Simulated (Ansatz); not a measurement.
Input and command of a calculation in Ansatz (plane waves; scalar-relativistic PAW potentials unless the input names others):

```yaml
crystal:
  lattice:
    - [2.4265486333, 0.0, 0.0]
    - [0.0, 6.9863891291, 0.0]
    - [0.0, 0.0, 4.3580849843]
  atoms:
    - { symbol: B, position: [0.5, 0.0, 0.4987526603] }
    - { symbol: B, position: [0.5, 0.5, -0.0012473397] }
    - { symbol: B, position: [0.0, 0.0, -0.0012473397] }
    - { symbol: B, position: [0.0, 0.5, 0.4987526603] }
    - { symbol: "N", position: [0.5, 0.0, 0.1679473297] }
    - { symbol: "N", position: [0.5, 0.5, 0.6679473297] }
    - { symbol: "N", position: [0.0, 0.0, 0.6679473297] }
    - { symbol: "N", position: [0.0, 0.5, 0.1679473297] }
basis:
  ecutwfc: "40.4 Ry"
  ecutrho_ratio: 9
kpoints:
  mp_grid: { grid: [10, 4, 6] }
hamiltonian:
  xc: r2scan
scf:
  occupations: { method: gaussian, width: 0.02 }
output:
  forces: true
  eigenvalues: true
  stress: true
```

```bash
ansatz run input.yaml --threads 1 --pin off --max-ram 2560MiB --backend cpu --events-out ev --progress --plain --runs-dir out
```

Abridged log:
```
Basis set: ecut = 549.67000216 eV, 2183 PW (Γ), exchange–correlation on 120×324×200 points (64 copies of the dense FFT grid, shifted against one another)
Bands: 24, of which v1, the nominal top of the filled ones, is band 16 counted from 1 (15 counted from 0)
Symmetry: 16 space group operations
k-points: 72 of 240 (time reversal used)
SCF iter   1: F=—  HF=-2176.032819 eV  |F-HF|=—  |Δ(HF+E_count)|=         —  Δρ=8.25e-3  dr2=3.56e-2  dr2_τ=1.51e0  ethr=1.77e-3  ⟨swp⟩=7.0  Hψ=9356  notcnv=0  defer=1
SCF iter   2: F=—  HF=-2176.307488 eV  |F-HF|=—  |Δ(HF+E_count)|=   2.75e-1  Δρ=5.12e-3  dr2=8.65e-3  dr2_τ=4.82e-4  ethr=1.11e-4  ⟨swp⟩=2.6  Hψ=3874  notcnv=0  defer=260
SCF iter   3: F=—  HF=-2176.306767 eV  |F-HF|=—  |Δ(HF+E_count)|=   7.21e-4  Δρ=7.00e-4  dr2=2.97e-4  dr2_τ=1.88e-4  ethr=2.70e-5  ⟨swp⟩=2.8  Hψ=2865  notcnv=0  defer=116
automatic band count: iteration 3 solves 22 bands in place of 24: the levels show a gap, and the empty bands left out lie too high to hold charge; the band table lists the bands solved (type scf.n_extra_bands for more)
SCF iter   4: F=—  HF=-2176.306726 eV  |F-HF|=—  |Δ(HF+E_count)|=   4.09e-5  Δρ=2.77e-4  dr2=4.10e-5  dr2_τ=3.83e-6  ethr=9.27e-7  ⟨swp⟩=2.0  Hψ=2598  notcnv=0  defer=116
SCF iter   5: F=—  HF=-2176.306716 eV  |F-HF|=—  |Δ(HF+E_count)|=   9.78e-6  Δρ=9.93e-5  dr2=4.56e-6  dr2_τ=5.33e-7  ethr=1.28e-7  ⟨swp⟩=2.0  Hψ=2614  notcnv=0  defer=116
SCF iter   6: F=—  HF=-2176.306717 eV  |F-HF|=—  |Δ(HF+E_count)|=   7.85e-7  Δρ=3.68e-5  dr2=6.73e-7  dr2_τ=1.74e-8  ethr=1.43e-8  ⟨swp⟩=2.3  Hψ=2527  notcnv=0  defer=116
SCF iter   7: F=-2176.306717 eV  HF=-2176.306717 eV  |F-HF|=5.56e-9  |Δ(HF+E_count)|=   2.54e-8  Δρ=6.75e-6  dr2=2.30e-8  dr2_τ=5.63e-10  ethr=3.13e-10  ⟨swp⟩=10.0  Hψ=7336  notcnv=0
SCF 1 converged in 7 iterations: F = -2176.306717 eV  dr2 = 2.30e-8
SCF converged after 7 iterations
Free energy (F): -2176.306717 eV
Harris-Foulkes:  -2176.306717 eV  (|F-HF|=5.56e-9)
Internal energy: -2176.306717 eV  (E = F + TS)
E sigma→0 (E₀):  -2176.306717 eV
Fermi energy:    6.410852 eV
--- Forces (eV/Å), atoms counted from 1 ---
  atom   1  B      0.00000000     0.00000000    -0.00029511
  atom   2  B      0.00000000     0.00000000    -0.00029511
  atom   3  B      0.00000000     0.00000000    -0.00029511
  atom   4  B      0.00000000     0.00000000    -0.00029511
  atom   5  N      0.00000000     0.00000000     0.00030342
  atom   6  N      0.00000000     0.00000000     0.00030342
  atom   7  N      0.00000000     0.00000000     0.00030342
  atom   8  N      0.00000000     0.00000000     0.00030342
--- Stress (GPa, compression-positive) ---
       26.636349       0.000000       0.000000
        0.000000       0.001093       0.000000
        0.000000       0.000000      -0.014070
  P = ⅓ Tr σ = 8.8745 GPa (88.745 kbar)
```

Apart from outputs, empty bands and the relaxation, which only the reference makes, the input differs from a reference run on usual settings in basis.ecutrho_ratio: not typed → 9; basis.ecutwfc: 500 → "40.4 Ry". The reference, at the same geometry, ended its own course with pressure 8.88 GPa, largest force 0.000 eV/Å, gap on the mesh 4.12 eV. This run converged in 7 SCF iterations with an energy at zero smearing 0.48 meV/atom below the reference's, pressure 8.87 GPa, largest force 0.000 eV/Å, gap on the mesh 4.12 eV.

Time: 25 s on 1 thread of Intel(R) Xeon(R) Platinum 8375C CPU @ 2.90GHz (Ice Lake), on a shared host, peak memory 0.95 GiB.